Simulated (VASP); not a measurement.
# InAs: relaxed cell and band gap, by functional

InAs, F-43m (no. 216), 2 atoms in the cell.

| Functional | Volume (Å³/atom) | Change from the starting volume (fraction) | Gap, path and mesh (eV) | Time (s) |
|---|---|---|---|---|
| RPBE | 30.67 | 0.116 | 0.00 | 62 |
| revPBE | 30.39 | 0.106 | 0.00 | 59 |
| AM05 | 28.47 | 0.036 | 0.00 | 71 |
| PW91 | 29.62 | 0.078 | 0.00 | 62 |
| BLYP | 31.60 | 0.150 | 0.00 | 134 |
| optPBE exchange with PBE correlation | 29.28 | 0.065 | 0.00 | 67 |
| optB88 exchange with PBE correlation | 28.76 | 0.046 | 0.00 | 63 |
| optB86b exchange with PBE correlation | 28.27 | 0.028 | 0.00 | 62 |
| PW86R exchange with PBE correlation | 31.12 | 0.132 | 0.00 | 71 |

Limits: A zero gap at this level doesn't show that the crystal is a metal.

## Input of the first row

INCAR.step1:
```
SYSTEM = InAs
PREC = Accurate
ENCUT = 600
EDIFF = 1E-7
ISMEAR = 0
SIGMA = 0.02
LREAL = .False.
LASPH = .True.
GGA_COMPAT = .False.
ALGO = Normal
NELM = 150
ISIF = 3
LWAVE = .False.
LCHARG = .False.
GGA = RP
IBRION = 2
EDIFFG = -0.005
NSW = 60
```

INCAR.step2, as INCAR.step1 but for:
```
- NSW = 60
+ NSW = 40
```

INCAR.step3, as INCAR.step2 but for:
```
- ISIF = 3
- IBRION = 2
- EDIFFG = -0.005
- NSW = 40
+ ISIF = 2
+ NBANDS = 16
```

KPOINTS:
```
k-points
0
Gamma
  6 6 6
```

KPOINTS_OPT:
```
path GXWKGLUWLK,UX
8
line-mode
reciprocal
 0.0000000000  0.0000000000  0.0000000000  G
 0.5000000000  0.0000000000  0.5000000000  X

 0.5000000000  0.0000000000  0.5000000000  X
 0.5000000000  0.2500000000  0.7500000000  W

 0.5000000000  0.2500000000  0.7500000000  W
 0.3750000000  0.3750000000  0.7500000000  K

 0.3750000000  0.3750000000  0.7500000000  K
 0.0000000000  0.0000000000  0.0000000000  G

 0.0000000000  0.0000000000  0.0000000000  G
 0.5000000000  0.5000000000  0.5000000000  L

 0.5000000000  0.5000000000  0.5000000000  L
 0.6250000000  0.2500000000  0.6250000000  U

 0.6250000000  0.2500000000  0.6250000000  U
 0.5000000000  0.2500000000  0.7500000000  W

 0.5000000000  0.2500000000  0.7500000000  W
 0.5000000000  0.5000000000  0.5000000000  L

 0.5000000000  0.5000000000  0.5000000000  L
 0.3750000000  0.3750000000  0.7500000000  K

 0.6250000000  0.2500000000  0.6250000000  U
 0.5000000000  0.0000000000  0.5000000000  X
```

POSCAR.step1:
```
InAs
1.0
    0.0000000000      3.0180000000      3.0180000000
    3.0180000000      0.0000000000      3.0180000000
    3.0180000000      3.0180000000      0.0000000000
In As
1 1
Direct
    0.0000000000      0.0000000000      0.0000000000
    0.7500000000      0.7500000000      0.7500000000
```

Commands (each step's output is kept before the next begins):
```
cat potpaw_PBE.64/In_d/POTCAR potpaw_PBE.64/As/POTCAR > POTCAR
cp INCAR.step1 INCAR
cp POSCAR.step1 POSCAR
mpirun -np 1 vasp_std > vasp.out
cp CONTCAR POSCAR
rm WAVECAR CHG
cp INCAR.step2 INCAR
mpirun -np 1 vasp_std > vasp.out
cp CONTCAR POSCAR
rm WAVECAR CHG
cp INCAR.step3 INCAR
mpirun -np 1 vasp_std > vasp.out
```

Changes of the last row against the first:
```
(all steps)
- GGA = RP
+ GGA = ML
```

VASP 6.6.1 took 62 s on 1 core (Intel Xeon 6975P-C (Granite Rapids)), a shared host.
